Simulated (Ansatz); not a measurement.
InN:
```xyz
4
Lattice="3.5379 0.0000 0.0000 -1.7689 3.0639 0.0000 0.0000 0.0000 5.7010" Properties=species:S:1:pos:R:3 pbc="T T T"
In     1.7689     1.0213     0.0138
In     0.0000     2.0426     2.8643
N      1.7689     1.0213     3.5504
N      0.0000     2.0426     0.6999
```

Relaxed with HSE06.

Problem. Give the Bader charges and basin volumes of the independent atoms, plane-wave PAW HSE06 (Ansatz code).

Solution. 

| atom | Bader charge (e) | Bader volume (Å³) |
|---|---|---|
| In1 | +1.56 | 15.3 |
| N3 | -1.56 | 15.6 |

Space group P6_3mc (wurtzite). Symmetry was held in the HSE06 relaxation.

Potentials: the later of the program's two PAW sets.
